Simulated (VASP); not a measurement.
# CuI (P-3m1) in VASP: band structure with PBE+D3(BJ)

Aim: the band structure of CuI with PBE+D3(BJ).

All numbers are computed with VASP 6.6.1; they aren't measurements. Logs are shortened: lines on timing, memory, paths and dates and some standing lists are left out, and cuts for length are marked.

## Step 1: Starting point

It takes space group P-3m1 (No. 164, trigonal). The conventional cell has a = 4.077 Å, b = 4.077 Å, c = 7.112 Å, α = 90.00°, β = 90.00°, γ = 120.00°. Cu (site symmetry 3m) has 4 I at 2.59 to 2.66 Å and 3 Cu at 2.71 Å as nearest neighbours. I (site symmetry 3m) has 4 Cu at 2.59 to 2.66 Å as nearest neighbours.

Measurements of this composition are mostly on another form, of space group No. 216.

## Step 2: Band structure, PBE+D3(BJ)

Contents of INCAR:

```
SYSTEM = CuI
ALGO = Fast
EDIFF = 1E-6
ENCUT = 520
GGA = PE
ICORELEVEL = 1
ISIF = 2
ISMEAR = 0
IVDW = 12
LASPH = .True.
LCHARG = .False.
LMAXMIX = 4
LREAL = .False.
LWAVE = .False.
NBANDS = 26
NELM = 80
PREC = Accurate
SIGMA = 0.03
```

Contents of KPOINTS:

```
k-points
0
Gamma
  9 9 4
  0 0 0
```

Contents of POSCAR:

```
CuI                                     
1.0
    4.0765627503      0.0000000000      0.0000000000
   -2.0382813751      3.5304068936      0.0000000000
    0.0000000000      0.0000000000      7.1116865904
  Cu              I             
     2     2
Direct
     0.6666666699999979    0.3333333300000021    0.5944160102354274
     0.3333333300000021    0.6666666699999979    0.4055839897645726
     0.3333333300000021    0.6666666699999979    0.7701427338253453
     0.6666666699999979    0.3333333300000021    0.2298572661746547
```

Contents of KPOINTS_OPT:

```
explicit points
141
Reciprocal
 0.0000000000  0.0000000000  0.0000000000 1
 0.0357142857  0.0000000000  0.0000000000 1
 0.0714285714  0.0000000000  0.0000000000 1
 0.1071428571  0.0000000000  0.0000000000 1
 0.1428571429  0.0000000000  0.0000000000 1
 0.1785714286  0.0000000000  0.0000000000 1
[... 133 lines left out ...]
 0.5000000000  0.0000000000  0.5000000000 1
 0.5000000000  0.0000000000  0.0000000000 1
```

Potentials or basis: VASP PAW PBE potentials, release 64 (Cu, I).

Started as:

```sh
> cat potpaw_PBE.64/Cu/POTCAR potpaw_PBE.64/I/POTCAR > POTCAR
> mpirun -np 1 vasp_std > vasp.out
```

OUTCAR:

```text
SYSTEM = CuI
   EDIFF = 1E-6
   ENCUT = 520
   GGA = PE
   ISIF = 2
   ISMEAR = 0
   IVDW = 12
   LASPH = .True.
   LREAL = .False.
   NELM = 80
   PREC = Accurate
 IVDW          = 12

 ion  position               nearest neighbor table
   1  0.667  0.333  0.594-   4 2.59   3 2.66   3 2.66   3 2.66   2 2.71   2 2.71   2 2.71
   2  0.333  0.667  0.406-   3 2.59   4 2.66   4 2.66   4 2.66   1 2.71   1 2.71   1 2.71
   3  0.333  0.667  0.770-   2 2.59   1 2.66   1 2.66   1 2.66
   4  0.667  0.333  0.230-   1 2.59   2 2.66   2 2.66   2 2.66

  LATTYP: Found a hexagonal cell.
 ALAT       =     4.0765627503
 C/A-ratio  =     1.7445301412

  Lattice vectors:

 A1 = (   4.0765627503,   0.0000000000,   0.0000000000)
 A2 = (  -2.0382813751,   3.5304068936,   0.0000000000)
 A3 = (   0.0000000000,   0.0000000000,   7.1116865904)

Analysis of symmetry for initial positions (statically):
=====================================================================
 Subroutine PRICEL returns:
 Original cell was already a primitive cell.

 Routine SETGRP: Setting up the symmetry group for a
 hexagonal supercell.

 Subroutine GETGRP returns: Found 12 space group operations
 (whereof 12 operations were pure point group operations)
 out of a pool of 24 trial point group operations.

The static configuration has the point symmetry D_3d.

Analysis of symmetry for dynamics (positions and initial velocities):
=====================================================================
 Subroutine PRICEL returns:
 Original cell was already a primitive cell.

 Routine SETGRP: Setting up the symmetry group for a
 hexagonal supercell.

 Subroutine GETGRP returns: Found 12 space group operations
 (whereof 12 operations were pure point group operations)
 out of a pool of 24 trial point group operations.

The dynamic configuration has the point symmetry D_3d.

 Subroutine INISYM returns: Found 12 space group operations
 (whereof 12 operations are pure point group operations),
 and found     1 'primitive' translations

----------------------------------------------------------------------------------------

                                     Primitive cell

  volume of cell :     102.3509

  direct lattice vectors                    reciprocal lattice vectors
     4.076562750  0.000000000  0.000000000     0.245304699  0.141626735  0.000000000
    -2.038281375  3.530406894  0.000000000     0.000000000  0.283253469  0.000000000
     0.000000000  0.000000000  7.111686590     0.000000000  0.000000000  0.140613621

  length of vectors
     4.076562750  4.076562743  7.111686590     0.283253469  0.283253469  0.140613621

  position of ions in fractional coordinates (direct lattice)
     0.666666670  0.333333330  0.594416010
     0.333333330  0.666666670  0.405583990
     0.333333330  0.666666670  0.770142734
     0.666666670  0.333333330  0.229857266

  ion indices of the primitive-cell ions
   primitive index   ion index
                 1           1
                 2           2
                 3           3
                 4           4

----------------------------------------------------------------------------------------

 KPOINTS: k-points

Automatic generation of k-mesh.
 Grid dimensions read from file:
 generate k-points for:    9    9    4

 Generating k-lattice:

  Cartesian coordinates                     Fractional coordinates (reciprocal lattice)
     0.027256078  0.015736304  0.000000000     0.111111111 -0.000000000  0.000000000
     0.000000000  0.031472608  0.000000000     0.000000000  0.111111111  0.000000000
     0.000000000  0.000000000  0.035153405     0.000000000  0.000000000  0.250000000

  Length of vectors
     0.031472608  0.031472608  0.035153405

  Shift w.r.t. Gamma in fractional coordinates (k-lattice)
     0.000000000  0.000000000  0.000000000

 Subroutine IBZKPT returns following result:
 ===========================================

 Found     43 irreducible k-points:

 Following reciprocal coordinates:
            Coordinates               Weight
  0.000000  0.000000  0.000000      1.000000
  0.111111 -0.000000  0.000000      6.000000
  0.222222  0.000000  0.000000      6.000000
  0.333333  0.000000  0.000000      6.000000
  0.444444  0.000000  0.000000      6.000000
  0.111111  0.111111  0.000000      6.000000
[... 16 lines left out ...]
  0.222222  0.111111  0.250000     12.000000
 -0.111111  0.333333  0.250000     12.000000
 [... further k-points ...]
   k-points           NKPTS =     43   k-points in BZ     NKDIM =     43   number of bands    NBANDS=     26
   number of dos      NEDOS =    301   number of ions     NIONS =      4
   total plane-waves  NPLWV =  48600
   dimension x,y,z NGX =    30 NGY =   30 NGZ =   54
   dimension x,y,z NGXF=    60 NGYF=   60 NGZF=  108
   ions per type =               2   2
   NGX,Y,Z   is equivalent  to a cutoff of  12.23, 12.23, 12.62 a.u.
   NGXF,Y,Z  is equivalent  to a cutoff of  24.47, 24.47, 25.25 a.u.
 SYSTEM =  CuI
   PREC   = accura    normal or accurate (medium, high low for compatibility)
   ISTART =      0    job   : 0-new  1-cont  2-samecut
   ICHARG =      2    charge: 1-file 2-atom 10-const
   ISPIN  =      1    spin polarized calculation?
   LNONCOLLINEAR =      F non collinear calculations
   LSORBIT =      F    spin-orbit coupling
   LASPH  =      T    aspherical Exc in radial PAW
   ENCUT  =  520.0 eV  38.22 Ry    6.18 a.u.   7.58  7.58 13.22*2*pi/ulx,y,z
   NELM   =     80;   NELMIN=  2; NELMDL= -5     # of ELM steps
   EDIFF  = 0.1E-05   stopping-criterion for ELM
   LREAL  =      F    real-space projection
[... 7 lines left out ...]
   TEBEG  =    0.0;   TEEND  =   0.0 temperature during run
   PSTRESS=    0.0 pullay stress
   NELECT =      36.0000    total number of electrons
   NUPDOWN=      -1.0000    fix difference up-down
   EMIN   =  10.00;   EMAX   =-10.00  energy-range for DOS
   EFERMI =   0.00;   METHOD = LEGACY
   ISMEAR =     0;   SIGMA  =   0.03  broadening in eV -4-tet -1-fermi 0-gaus
   EFERMI_NEDOS =   21; number of points for ismear=-14 and -15
   IALGO  =     68    algorithm
   IMIX   =      4    mixing-type and parameters
     AMIX     =   0.40;   BMIX     =  1.00
     AMIX_MAG =   1.60;   BMIX_MAG =  1.00
  volume/ion in A,a.u.               =      25.59       172.67
  Fermi-wavevector in a.u.,A,eV,Ry     =   1.155611  2.183789 18.169734  1.335438
  Thomas-Fermi vector in A             =   2.292239
   LORBIT       =      0    0 simple, 1 ext, 2 COOP (PROOUT), +10 PAW based schemes
   GGA     = PE    functional components
   LHFCALC =     F    Hartree Fock is set to
   AEXX    =    0.0000 exact exchange contribution
   IVDW    =    12    specifies the selected vdW correction
   LEPSILON=     F    determine dielectric tensor
   LRPA    =     F    only Hartree local field effects (RPA)
 non-spin polarized calculation
 RMM-DIIS sequential band-by-band and
 Gauss-broadening in eV      SIGMA  =   0.03
  energy-cutoff  :      520.00
  volume of cell :      102.35
 maximum number of plane-waves:      2781
   NGX = 15   NGY = 15   NGZ = 27

 number of electron      36.0000010 magnetization

 Free energy of the ion-electron system (eV)
  ---------------------------------------------------
  ext. energy  EPLUGINS =         0.00000000
  ---------------------------------------------------
  free energy    TOTEN  =       -11.06177056 eV

  energy without entropy =      -11.06177056  energy(sigma->0) =      -11.06177056

 the core state eigenenergies are
   1-  1s  -8842.4043  2s  -1054.6294  2p   -909.0927  3s   -106.6450  3p    -64.0499

   2-  1s  -8842.4043  2s  -1054.6294  2p   -909.0927  3s   -106.6450  3p    -64.0499

   3-  1s -32966.4447  2s  -5084.6155  2p  -4562.0346  3s  -1018.3183  3p   -849.0634
       3d   -595.7995  4s   -170.6540  4p   -117.6405  4d    -40.4070
   4-  1s -32966.4447  2s  -5084.6155  2p  -4562.0346  3s  -1018.3183  3p   -849.0634
       3d   -595.7995  4s   -170.6540  4p   -117.6405  4d    -40.4070

 E-fermi :   5.0916     XC(G=0):  -9.3716

 val. band max:        4.9611779326   @ k =   0.0000   0.0000   0.0000
 cond. band min:       6.5845739527   @ k =   0.0000   0.0000   0.0000
 fundamental gap:      1.6233960201
 Fermi energy:         5.0916412332

 k-point     1 :       0.0000    0.0000    0.0000
  band No.  band energies     occupation
      1      -8.9598      2.00000
      2      -8.3256      2.00000
      3      -1.0010      2.00000
      4       1.2460      2.00000
      5       1.5568      2.00000
      6       1.5568      2.00000
[... 18 lines left out ...]
     25      11.2600      0.00000
     26      13.7514      0.00000

 k-point     2 :       0.1111   -0.0000    0.0000
  band No.  band energies     occupation
      1      -8.8921      2.00000
      2      -8.2830      2.00000
      3      -0.9001      2.00000
      4       1.2308      2.00000
      5       1.3752      2.00000
      6       1.5574      2.00000
[... 18 lines left out ...]
     25      11.6761      0.00000
     26      12.7469      0.00000

 k-point     3 :       0.2222    0.0000    0.0000
  band No.  band energies     occupation
      1      -8.7067      2.00000
      2      -8.1758      2.00000
      3      -0.6219      2.00000
      4       0.8757      2.00000
      5       0.9298      2.00000
      6       1.3879      2.00000
[... 18 lines left out ...]
     25      12.4236      0.00000
     26      12.7517      0.00000

 k-point     4 :       0.3333    0.0000    0.0000
  band No.  band energies     occupation
      1      -8.4613      2.00000
      2      -8.0622      2.00000
      3      -0.2960      2.00000
      4       0.1820      2.00000
      5       0.4928      2.00000
      6       1.3113      2.00000
[... 18 lines left out ...]
     25      12.9322      0.00000
     26      14.1902      0.00000
[... 88 lines left out ...]
 k-point     8 :       0.3333    0.1111    0.0000
  band No.  band energies     occupation
      1      -8.3162      2.00000
      2      -8.0173      2.00000
      3      -0.1975      2.00000
      4      -0.0223      2.00000
      5       0.4744      2.00000
      6       1.2288      2.00000
[... 18 lines left out ...]
     25      12.8200      0.00000
     26      13.6553      0.00000

 k-point     9 :       0.4444    0.1111    0.0000
  band No.  band energies     occupation
      1      -8.1992      2.00000
      2      -8.0047      2.00000
      3      -0.2769      2.00000
      4      -0.2008      2.00000
      5       0.6420      2.00000
      6       1.0770      2.00000
[... 18 lines left out ...]
     25      12.3245      0.00000
     26      14.3831      0.00000

 k-point    10 :       0.2222    0.2222    0.0000
  band No.  band energies     occupation
      1      -8.3385      2.00000
      2      -8.0204      2.00000
      3      -0.1442      2.00000
      4       0.2300      2.00000
      5       0.4431      2.00000
      6       1.2708      2.00000
[... 12 lines left out ...]
     19       8.3700      0.00000
     20       8.8525      0.00000

------------------------ aborting loop because EDIFF is reached ----------------------------------------

 Edisp (eV)   -1.50930

 E8    (eV) :    -0.6632

  FORCE on cell =-STRESS in cart. coord.  units (eV):
  Direction    XX          YY          ZZ          XY          YZ          ZX
  --------------------------------------------------------------------------------------
  -------------------------------------------------------------------------------------
  Total       0.05409     0.05409     0.05746     0.00000    -0.00000     0.00000
  in kB       0.84677     0.84677     0.89940     0.00000    -0.00000     0.00000
  external pressure =        0.86 kB  Pullay stress =        0.00 kB

 VOLUME and BASIS-vectors are now :
 -----------------------------------------------------------------------------
  energy-cutoff  :      520.00
  volume of cell :      102.35
      direct lattice vectors                 reciprocal lattice vectors
     4.076562750  0.000000000  0.000000000     0.245304699  0.141626735  0.000000000
    -2.038281375  3.530406894  0.000000000     0.000000000  0.283253469  0.000000000
     0.000000000  0.000000000  7.111686590     0.000000000  0.000000000  0.140613621

 POSITION                                       TOTAL-FORCE (eV/Angst)
 -----------------------------------------------------------------------------------
      2.03828      1.17680      4.22730        -0.000000      0.000000     -0.000820
     -0.00000      2.35360      2.88439        -0.000000     -0.000000      0.000820
     -0.00000      2.35360      5.47701         0.000000     -0.000000      0.003672
      2.03828      1.17680      1.63467        -0.000000      0.000000     -0.003672
 -----------------------------------------------------------------------------------
    total drift:                               -0.000000      0.000000      0.000000

  FREE ENERGIE OF THE ION-ELECTRON SYSTEM (eV)
  ---------------------------------------------------
  free  energy   TOTEN  =       -12.5710688479 eV

  energy  without entropy=      -12.5710688479  energy(sigma->0) =      -12.57106885
```

It took 3.2 min on 1 thread of Intel Xeon 6975P-C (Granite Rapids), shared host; peak memory 0.34 GiB.

What came out:

| Property | Result |
| --- | --- |
| Free energy | -12.5711 eV |
| Pressure | 0.1 GPa |
| Largest force | 0.004 eV/Å |
| Band gap on the k mesh | 1.62 eV, direct |
| Band gap along the path | 1.62 eV, direct |
| Dispersion energy per atom | -0.377 eV |

Forces on the atoms (eV/Å):
```
Cu   0.000  0.000 -0.001
Cu   0.000  0.000  0.001
I    0.000  0.000  0.004
I    0.000  0.000 -0.004
```

Levels at the corners of the path, in eV from the valence-band top:
```csv
point,band 15,band 16,band 17,band 18,band 19,band 20,band 21,band 22
Γ,-0.41,-0.41,0.00,0.00,1.62,3.12,4.83,5.79
M,-1.38,-1.34,-1.29,-0.17,3.02,3.11,3.91,5.15
M,-1.38,-1.34,-1.29,-0.17,3.02,3.11,3.91,5.15
K,-1.52,-1.26,-1.26,-0.53,2.77,4.40,4.40,7.34
K,-1.52,-1.26,-1.26,-0.53,2.77,4.40,4.40,7.34
Γ,-0.41,-0.41,0.00,0.00,1.62,3.12,4.83,5.79
Γ,-0.41,-0.41,0.00,0.00,1.62,3.12,4.83,5.79
A,-0.30,-0.30,-0.16,-0.16,3.13,3.18,4.43,5.49
A,-0.30,-0.30,-0.16,-0.16,3.13,3.18,4.43,5.49
L,-1.43,-1.26,-1.11,-0.42,2.46,2.78,3.73,4.71
L,-1.43,-1.26,-1.11,-0.42,2.46,2.78,3.73,4.71
H,-1.54,-1.06,-1.06,-0.79,3.09,3.09,4.02,5.86
H,-1.54,-1.06,-1.06,-0.79,3.09,3.09,4.02,5.86
A,-0.30,-0.30,-0.16,-0.16,3.13,3.18,4.43,5.49
L,-1.43,-1.26,-1.11,-0.42,2.46,2.78,3.73,4.71
M,-1.38,-1.34,-1.29,-0.17,3.02,3.11,3.91,5.15
K,-1.52,-1.26,-1.26,-0.53,2.77,4.40,4.40,7.34
H,-1.54,-1.06,-1.06,-0.79,3.09,3.09,4.02,5.86
```

Core levels (eV, on the scale of the bands):
```tsv
atom	levels
1 Cu	1s -8842.4, 2s -1054.6, 2p -909.1, 3s -106.6, 3p -64.0
2 Cu	1s -8842.4, 2s -1054.6, 2p -909.1, 3s -106.6, 3p -64.0
3 I	1s -32966.4, 2s -5084.6, 2p -4562.0, 3s -1018.3, 3p -849.1, 3d -595.8, 4s -170.7, 4p -117.6, 4d -40.4
4 I	1s -32966.4, 2s -5084.6, 2p -4562.0, 3s -1018.3, 3p -849.1, 3d -595.8, 4s -170.7, 4p -117.6, 4d -40.4
```

Caveat: spin-orbit coupling is left out, which moves the levels of the heavy elements.
